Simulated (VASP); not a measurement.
Here is a VASP 6.6.1 calculation.

INCAR

```
ALGO = Normal
EDIFF = 1E-7
ENCUT = 520
GGA = PS
ISIF = 2
ISMEAR = -1
ISPIN = 2
LASPH = True
LCHARG = False
LMAXMIX = 6
LORBIT = 11
LREAL = False
LWAVE = False
MAGMOM = 7 0
NBANDS = 22
NELM = 150
PREC = Accurate
SIGMA = 0.05
```

The input KPOINTS:

```
k-points
0
Gamma
  9 9 9
```

File POSCAR:

```
EuO
1.0
    0.0000000000      2.5719500000      2.5719500000
    2.5719500000      0.0000000000      2.5719500000
    2.5719500000      2.5719500000      0.0000000000
Eu O
1 1
Direct
    0.0000000000      0.0000000000      0.0000000000
    0.5000000000      0.5000000000      0.5000000000
```

Potentials or basis: VASP PAW PBE potentials, release 64 (Eu, O).

Launch:

```bash
$ cat potpaw_PBE.64/Eu/POTCAR potpaw_PBE.64/O/POTCAR > POTCAR
$ mpirun -np 1 vasp_std > vasp.out
```

(1) Predict the band gap on the k mesh.

(2) What does it give for the pressure?

Results:

(1) none (metal or under the smearing width).

(2) -9.5 GPa.

Caveat: the PAW data sets were made with another functional, which shifts forces and pressure a little; spin-orbit coupling is left out, which moves the levels of the heavy elements; a cell with one magnetic atom can't hold antiferromagnetic order, which such compounds often take; without U or exact exchange the open f shell lies at the Fermi level, which spoils levels, moments and volumes.

The gap isn't set beside the measured one, since this odd mesh misses points on the zone boundary.
